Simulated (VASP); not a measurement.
# GeSe in VASP: notebook

The runs below take GeSe through work function, with PBEsol.

Program: VASP 6.6.1. These are calculated values, not measurements. Logs are shortened: lines on timing, memory, paths and dates and some standing lists are left out, and cuts for length are marked.

### 1 The structure

The cell holds a slab with vacuum, 24 atoms: a = 4.380 Å, b = 10.790 Å, c = 25.550 Å, α = 90.00°, β = 90.00°, γ = 90.00°.

### 2 Work function, PBEsol

File INCAR:

```
SYSTEM = GeSe
ALGO = Normal
DIPOL = 0.5 0.5 0.500
EDIFF = 1E-6
ENCUT = 520
GGA = PS
IDIPOL = 3
ISIF = 2
ISMEAR = 0
KPAR = 4
LASPH = .TRUE.
LCHARG = .TRUE.
LDIPOL = .TRUE.
LREAL = .FALSE.
LVACPOTAV = .TRUE.
LVHAR = .TRUE.
LWAVE = .FALSE.
NELM = 100
PREC = Accurate
SIGMA = 0.05
```

File KPOINTS:

```
k-points
0
G
  6 2 1
  0 0 0
```

File POSCAR:

```
GeSe
1.0
    4.3800000000      0.0000000000      0.0000000000
    0.0000000000     10.7900000000      0.0000000000
    0.0000000000      0.0000000000     25.5500000000
Ge Se
12 12
Direct
    0.8940000000      0.1210000000      0.3131115460
    0.6060000000      0.6210000000      0.3131115460
    0.8940000000      0.1210000000      0.4626223092
    0.6060000000      0.6210000000      0.4626223092
    0.3940000000      0.3790000000      0.3878669276
    0.1060000000      0.8790000000      0.3878669276
    0.8940000000      0.1210000000      0.6121330724
    0.6060000000      0.6210000000      0.6121330724
    0.3940000000      0.3790000000      0.5373776908
    0.1060000000      0.8790000000      0.5373776908
    0.3940000000      0.3790000000      0.6868884540
    0.1060000000      0.8790000000      0.6868884540
    0.4970000000      0.8520000000      0.3131115460
    0.0030000000      0.3520000000      0.3131115460
    0.4970000000      0.8520000000      0.4626223092
    0.0030000000      0.3520000000      0.4626223092
    0.9970000000      0.6480000000      0.3878669276
    0.5030000000      0.1480000000      0.3878669276
    0.4970000000      0.8520000000      0.6121330724
    0.0030000000      0.3520000000      0.6121330724
    0.9970000000      0.6480000000      0.5373776908
    0.5030000000      0.1480000000      0.5373776908
    0.9970000000      0.6480000000      0.6868884540
    0.5030000000      0.1480000000      0.6868884540
```

Potentials or basis: VASP PAW PBE potentials, release 64 (Ge_d, Se).

Started as:

```bash
> cat potpaw_PBE.64/Ge_d/POTCAR potpaw_PBE.64/Se/POTCAR > POTCAR
> mpirun -np 8 vasp_std > vasp.out
```

OUTCAR:

```text
SYSTEM = GeSe
   EDIFF = 1E-6
   ENCUT = 520
   GGA = PS
   ISIF = 2
   ISMEAR = 0
   LASPH = .TRUE.
   LREAL = .FALSE.
   NELM = 100
   PREC = Accurate

 ion  position               nearest neighbor table
   1  0.894  0.121  0.313-  14 2.54  18 2.58
   2  0.606  0.621  0.313-  13 2.54  17 2.58
   3  0.894  0.121  0.463-  16 2.54  18 2.58  22 2.58
   4  0.606  0.621  0.463-  15 2.54  17 2.58  21 2.58
   5  0.394  0.379  0.388-  18 2.54  16 2.58  14 2.58
   6  0.106  0.879  0.388-  17 2.54  15 2.58  13 2.58
   7  0.894  0.121  0.612-  20 2.54  22 2.58  24 2.58
   8  0.606  0.621  0.612-  19 2.54  21 2.58  23 2.58
   9  0.394  0.379  0.537-  22 2.54  20 2.58  16 2.58
  10  0.106  0.879  0.537-  21 2.54  19 2.58  15 2.58
  11  0.394  0.379  0.687-  24 2.54  20 2.58
  12  0.106  0.879  0.687-  23 2.54  19 2.58
  13  0.497  0.852  0.313-   2 2.54   6 2.58
  14  0.003  0.352  0.313-   1 2.54   5 2.58
  15  0.497  0.852  0.463-   4 2.54   6 2.58  10 2.58
  16  0.003  0.352  0.463-   3 2.54   5 2.58   9 2.58
  17  0.997  0.648  0.388-   6 2.54   4 2.58   2 2.58
  18  0.503  0.148  0.388-   5 2.54   3 2.58   1 2.58
  19  0.497  0.852  0.612-   8 2.54  10 2.58  12 2.58
  20  0.003  0.352  0.612-   7 2.54   9 2.58  11 2.58
  21  0.997  0.648  0.537-  10 2.54   8 2.58   4 2.58
  22  0.503  0.148  0.537-   9 2.54   7 2.58   3 2.58
  23  0.997  0.648  0.687-  12 2.54   8 2.58
  24  0.503  0.148  0.687-  11 2.54   7 2.58

  LATTYP: Found a simple orthorhombic cell.
 ALAT       =     4.3800000000
 B/A-ratio  =     2.4634703196
 C/A-ratio  =     5.8333333333

  Lattice vectors:

 A1 = (   4.3800000000,   0.0000000000,   0.0000000000)
 A2 = (   0.0000000000,  10.7900000000,   0.0000000000)
 A3 = (   0.0000000000,   0.0000000000,  25.5500000000)

Analysis of symmetry for initial positions (statically):
=====================================================================
 Subroutine PRICEL returns:
 Original cell was already a primitive cell.

 Routine SETGRP: Setting up the symmetry group for a
 simple orthorhombic supercell.

 Subroutine GETGRP returns: Found  4 space group operations
 (whereof  2 operations were pure point group operations)
 out of a pool of  8 trial point group operations.

The static configuration has the point symmetry S_2 .
 The point group associated with its full space group is C_2h.

Analysis of symmetry for dynamics (positions and initial velocities):
=====================================================================
 Subroutine PRICEL returns:
 Original cell was already a primitive cell.

 Routine SETGRP: Setting up the symmetry group for a
 simple orthorhombic supercell.

 Subroutine GETGRP returns: Found  4 space group operations
 (whereof  2 operations were pure point group operations)
 out of a pool of  8 trial point group operations.

The dynamic configuration has the point symmetry S_2 .
 The point group associated with its full space group is C_2h.

 Subroutine INISYM returns: Found  4 space group operations
 (whereof  2 operations are pure point group operations),
 and found     1 'primitive' translations

----------------------------------------------------------------------------------------

                                     Primitive cell

  volume of cell :    1207.4981

  direct lattice vectors                    reciprocal lattice vectors
     4.380000000  0.000000000  0.000000000     0.228310502  0.000000000  0.000000000
     0.000000000 10.790000000  0.000000000     0.000000000  0.092678406  0.000000000
     0.000000000  0.000000000 25.550000000     0.000000000  0.000000000  0.039138943

  length of vectors
     4.380000000 10.790000000 25.550000000     0.228310502  0.092678406  0.039138943

  position of ions in fractional coordinates (direct lattice)
     0.894000000  0.121000000  0.313111546
     0.606000000  0.621000000  0.313111546
     0.894000000  0.121000000  0.462622309
     0.606000000  0.621000000  0.462622309
     0.394000000  0.379000000  0.387866928
     0.106000000  0.879000000  0.387866928
[... 16 lines left out ...]
     0.997000000  0.648000000  0.686888454
     0.503000000  0.148000000  0.686888454

  ion indices of the primitive-cell ions
   primitive index   ion index
                 1           1
                 2           2
                 3           3
                 4           4
                 5           5
                 6           6
[... 16 lines left out ...]
                23          23
                24          24

----------------------------------------------------------------------------------------

 KPOINTS: k-points

Automatic generation of k-mesh.
 Grid dimensions read from file:
 generate k-points for:    6    2    1

 Generating k-lattice:

  Cartesian coordinates                     Fractional coordinates (reciprocal lattice)
     0.038051750  0.000000000  0.000000000     0.166666667  0.000000000  0.000000000
     0.000000000  0.046339203  0.000000000     0.000000000  0.500000000  0.000000000
     0.000000000  0.000000000  0.039138943     0.000000000  0.000000000  1.000000000

  Length of vectors
     0.038051750  0.046339203  0.039138943

  Shift w.r.t. Gamma in fractional coordinates (k-lattice)
     0.000000000  0.000000000  0.000000000

 Subroutine IBZKPT returns following result:
 ===========================================

 Found      8 irreducible k-points:

 Following reciprocal coordinates:
            Coordinates               Weight
  0.000000  0.000000  0.000000      1.000000
  0.166667  0.000000  0.000000      2.000000
  0.333333  0.000000  0.000000      2.000000
  0.500000  0.000000  0.000000      1.000000
  0.000000  0.500000  0.000000      1.000000
  0.166667  0.500000  0.000000      2.000000
  0.333333  0.500000  0.000000      2.000000
  0.500000  0.500000  0.000000      1.000000
   k-points           NKPTS =      8   k-points in BZ     NKDIM =      8   number of bands    NBANDS=    144
   number of dos      NEDOS =    301   number of ions     NIONS =     24
   total plane-waves  NPLWV = 552960
   dimension x,y,z NGX =    36 NGY =   80 NGZ =  192
   dimension x,y,z NGXF=    72 NGYF=  160 NGZF=  384
   ions per type =              12  12
   NGX,Y,Z   is equivalent  to a cutoff of  13.66, 12.33, 12.49 a.u.
   NGXF,Y,Z  is equivalent  to a cutoff of  27.33, 24.65, 24.99 a.u.
 SYSTEM =  GeSe
   PREC   = accura    normal or accurate (medium, high low for compatibility)
   ISTART =      0    job   : 0-new  1-cont  2-samecut
   ICHARG =      2    charge: 1-file 2-atom 10-const
   ISPIN  =      1    spin polarized calculation?
   LNONCOLLINEAR =      F non collinear calculations
   LSORBIT =      F    spin-orbit coupling
   LASPH  =      T    aspherical Exc in radial PAW
   ENCUT  =  520.0 eV  38.22 Ry    6.18 a.u.   8.14 20.06 47.51*2*pi/ulx,y,z
   NELM   =    100;   NELMIN=  2; NELMDL= -5     # of ELM steps
   EDIFF  = 0.1E-05   stopping-criterion for ELM
   LREAL  =      F    real-space projection
   EDIFFG = 0.1E-04   stopping-criterion for IOM
   NSW    =      0    number of steps for IOM
   IBRION =     -1    ionic relax: 0-MD 1-quasi-New 2-CG
   NFREE  =      0    steps in history (QN), initial steepest desc. (CG)
   ISIF   =      2    stress and relaxation
   ISYM   =      2    0-nonsym 1-usesym 2-fastsym
   POTIM  = 0.5000    time-step for ionic-motion
   TEBEG  =    0.0;   TEEND  =   0.0 temperature during run
   PSTRESS=    0.0 pullay stress
   NELECT =     240.0000    total number of electrons
   NUPDOWN=      -1.0000    fix difference up-down
   EMIN   =  10.00;   EMAX   =-10.00  energy-range for DOS
   EFERMI =   0.00;   METHOD = LEGACY
   ISMEAR =     0;   SIGMA  =   0.05  broadening in eV -4-tet -1-fermi 0-gaus
   EFERMI_NEDOS =   21; number of points for ismear=-14 and -15
   IALGO  =     38    algorithm
   IMIX   =      4    mixing-type and parameters
     AMIX     =   0.40;   BMIX     =  1.00
     AMIX_MAG =   1.60;   BMIX_MAG =  1.00
  volume/ion in A,a.u.               =      50.31       339.52
  Fermi-wavevector in a.u.,A,eV,Ry     =   0.955395  1.805435 12.419128  0.912780
  Thomas-Fermi vector in A             =   2.084229
   LORBIT       =      0    0 simple, 1 ext, 2 COOP (PROOUT), +10 PAW based schemes
   GGA     = PS    functional components
   LHFCALC =     F    Hartree Fock is set to
   AEXX    =    0.0000 exact exchange contribution
   IVDW    =     0    specifies the selected vdW correction
   LEPSILON=     F    determine dielectric tensor
   LRPA    =     F    only Hartree local field effects (RPA)
 non-spin polarized calculation
 Gauss-broadening in eV      SIGMA  =   0.05
  energy-cutoff  :      520.00
  volume of cell :     1207.50
 maximum number of plane-waves:     32644
 NGX is ok and might be reduce to    36
   NGX = 17   NGY = 41   NGZ = 95

 dipolmoment           0.000000      0.000000     -0.000000 electrons x Angstroem

 number of electron     240.0000015 magnetization

 dipolmoment           0.000000      0.000000      0.000000 electrons x Angstroem

 Free energy of the ion-electron system (eV)
  ---------------------------------------------------
  ext. energy  EPLUGINS =         0.00000000
  ---------------------------------------------------
  free energy    TOTEN  =      -106.60412974 eV

  energy without entropy =     -106.60412974  energy(sigma->0) =     -106.60412974

 E-fermi :  -0.6339     XC(G=0):  -5.1538

 val. band max:       -0.9386469109   @ k =   0.0000   0.0000   0.0000
 cond. band min:      -0.2698818128   @ k =   0.0000   0.0000   0.0000
 fundamental gap:      0.6687650981
 Fermi energy:        -0.6339409727

 k-point     1 :       0.0000    0.0000    0.0000
  band No.  band energies     occupation
      1     -25.6444      2.00000
      2     -25.6443      2.00000
      3     -25.6443      2.00000
      4     -25.6443      2.00000
      5     -25.6275      2.00000
      6     -25.6275      2.00000
[... 124 lines left out ...]
    131       1.1828      0.00000
    132       1.3243      0.00000

 k-point     2 :       0.1667    0.0000    0.0000
  band No.  band energies     occupation
      1     -25.6445      2.00000
      2     -25.6445      2.00000
      3     -25.6445      2.00000
      4     -25.6445      2.00000
      5     -25.6272      2.00000
      6     -25.6272      2.00000
[... 934 lines left out ...]
    131       2.0166      0.00000
    132       2.0166      0.00000
 [bands above 132 left out]

------------------------ aborting loop because EDIFF is reached ----------------------------------------

  FORCE on cell =-STRESS in cart. coord.  units (eV):
  Direction    XX          YY          ZZ          XY          YZ          ZX
  --------------------------------------------------------------------------------------
  -------------------------------------------------------------------------------------
  Total       -8.9929404     -9.0617886     -4.9087649      0.0000000     -3.2926268      0.0000000
  in kB      -11.9323460    -12.0236977     -6.5132291      0.0000000     -4.3688449      0.0000000
  external PRESSURE =     -10.1564242 kB  Pullay stress =       0.0000000 kB

 VOLUME and BASIS-vectors are now :
 -----------------------------------------------------------------------------
  energy-cutoff  :      520.00
  volume of cell :     1207.50
      direct lattice vectors                 reciprocal lattice vectors
     4.380000000  0.000000000  0.000000000     0.228310502  0.000000000  0.000000000
     0.000000000 10.790000000  0.000000000     0.000000000  0.092678406  0.000000000
     0.000000000  0.000000000 25.550000000     0.000000000  0.000000000  0.039138943

 POSITION                                       TOTAL-FORCE (eV/Angst)
 -----------------------------------------------------------------------------------
      3.91572      1.30559      8.00000         0.116524      0.679618      0.707564
      2.65428      6.70059      8.00000        -0.116524      0.679618      0.707564
      3.91572      1.30559     11.82000         0.007506     -0.076402      0.093525
      2.65428      6.70059     11.82000        -0.007506     -0.076402      0.093525
      1.72572      4.08941      9.91000        -0.134911      0.194795     -0.678219
      0.46428      9.48441      9.91000         0.134911      0.194795     -0.678219
[... 16 lines left out ...]
      4.36686      6.99192     17.55000        -0.097028      0.415505     -0.088830
      2.20314      1.59692     17.55000         0.097028      0.415505     -0.088830
 -----------------------------------------------------------------------------------
    total drift:                               -0.000000      0.000000     -0.000000

  FREE ENERGIE OF THE ION-ELECTRON SYSTEM (eV)
  ---------------------------------------------------
  free  energy   TOTEN  =      -106.6041297367 eV

  energy  without entropy=     -106.6041297367  energy(sigma->0) =     -106.60412974

 vacuum level on the upper side and lower side of the slab         4.142         4.142
```

Run time: 7.8 min. Hardware: 8 MPI ranks of Intel Xeon 6975P-C (Granite Rapids), shared host; peak memory 0.95 GiB.

What came out:

```yaml
Free_energy: -106.6041 eV
Largest_force: 0.988 eV/Å
Band_gap_on_the_k_mesh: 0.67 eV, direct
Ionisation_potential_of_the_upper_face: 5.08 eV
```

Forces on the atoms (eV/Å):
```
Ge   0.117  0.680  0.708
Ge  -0.117  0.680  0.708
Ge   0.008 -0.076  0.094
Ge  -0.008 -0.076  0.094
Ge  -0.135  0.195 -0.678
Ge   0.135  0.195 -0.678
Ge  -0.135 -0.195  0.678
Ge   0.135 -0.195  0.678
Ge   0.008  0.076 -0.094
Ge  -0.008  0.076 -0.094
Ge   0.117 -0.680 -0.708
Ge  -0.117 -0.680 -0.708
Se  -0.097 -0.416  0.089
Se   0.097 -0.416  0.089
Se   0.026  0.122 -0.018
Se  -0.026  0.122 -0.018
Se  -0.034 -0.362 -0.253
Se   0.034 -0.362 -0.253
Se  -0.034  0.362  0.253
Se   0.034  0.362  0.253
Se   0.026 -0.122  0.018
Se  -0.026 -0.122  0.018
Se  -0.097  0.416 -0.089
Se   0.097  0.416 -0.089
```

Caveat: the PAW data sets were made with another functional, which shifts forces and pressure a little.

(Part 1 of 3 ends here.)
